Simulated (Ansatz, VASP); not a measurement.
This is a calculation of Si2Mo for Ansatz 0.2.0.

The input input.yaml:

```yaml
crystal:
  lattice:
    - [4.5396168443, 0.0, 0.0]
    - [-2.2698084222, 3.9711348592, 0.0]
    - [0.0, 0.0, 6.5797601]
  atoms:
    - { symbol: Mo, position: [0.5, 0.5, 0.8333333333] }
    - { symbol: Mo, position: [0.0, 0.5, 0.1666666667] }
    - { symbol: Mo, position: [0.5, 0.0, 0.5] }
    - { symbol: Si, position: [0.16387298, 0.32774596, 0.5] }
    - { symbol: Si, position: [0.67225404, 0.83612702, 0.1666666667] }
    - { symbol: Si, position: [0.83612702, 0.16387298, 0.8333333333] }
    - { symbol: Si, position: [0.83612702, 0.67225404, 0.5] }
    - { symbol: Si, position: [0.32774596, 0.16387298, 0.1666666667] }
    - { symbol: Si, position: [0.16387298, 0.83612702, 0.8333333333] }
hamiltonian:
  xc: pbe
  pseudopotentials: { kind: paw }
kpoints:
  mp_grid: { grid: [5, 5, 3] }
scf:
  occupations: { method: fermi_dirac, width: 0.05 }
output:
  forces: true
  stress: true
  eigenvalues: true
```

Potentials or basis: Ansatz PAW.

Run with:

```console
$ ansatz run input.yaml --threads 4 --pin off --max-ram 11264MiB --backend cpu --events-out ev --progress --plain --runs-dir out
```

Task: Set up the same calculation for VASP 6.6.1. Potentials there: VASP PAW PBE potentials, release 64 (Mo_sv, Si).

Result: As run (the cutoff follows the program's own potentials):

INCAR

```
PREC = Accurate
ENCUT = 520
EDIFF = 1E-7
ISMEAR = -1
SIGMA = 0.05
LREAL = F
LASPH = T
NELM = 60
ALGO = Normal
ISIF = 2
LWAVE = F
LCHARG = F
GGA = PE
NBANDS = 43
```

The input KPOINTS:

```
Automatic mesh
0
Gamma
  5 5 3
```

Contents of POSCAR:

```
Si2Mo
1.0
    4.5396168443      0.0000000000      0.0000000000
   -2.2698084222      3.9711348592      0.0000000000
    0.0000000000      0.0000000000      6.5797601000
Mo Si
3 6
Direct
    0.5000000000      0.5000000000      0.8333333333
    0.0000000000      0.5000000000      0.1666666667
    0.5000000000      0.0000000000      0.5000000000
    0.1638729800      0.3277459600      0.5000000000
    0.6722540400      0.8361270200      0.1666666667
    0.8361270200      0.1638729800      0.8333333333
    0.8361270200      0.6722540400      0.5000000000
    0.3277459600      0.1638729800      0.1666666667
    0.1638729800      0.8361270200      0.8333333333
```

Potentials or basis: VASP PAW PBE potentials, release 64 (Mo_sv, Si).

The run is started by

```sh
$ cat potpaw_PBE.64/Mo_sv/POTCAR potpaw_PBE.64/Si/POTCAR > POTCAR
$ mpirun -np 1 vasp_std > vasp.out
```

Both were run:

|  | VASP | Ansatz | Ansatz less VASP |
| --- | --- | --- | --- |
| gap on the k mesh at the Fermi level (eV) | 0.63 | 0.64 | +0.003 |
| least direct gap on the mesh (eV) | 0.92 | 0.92 | +0.001 |
| pressure (GPa) | 5.9 | 5.7 | -0.16 |
| largest component of the traceless stress (GPa) | 2.38 | 2.38 | -0.007 |
| rms of the force components (eV/Å) | 0.009 | 0.011 | +0.0020 |

Atom by atom the forces differ by 0.002 eV/Å (rms over components).

Caveats: an odd mesh through Γ misses points on the zone boundary, where band edges often lie (VASP); odd divisions of the mesh miss points on the zone boundary, where band edges often lie, so the gap on the mesh can be too wide (Ansatz).
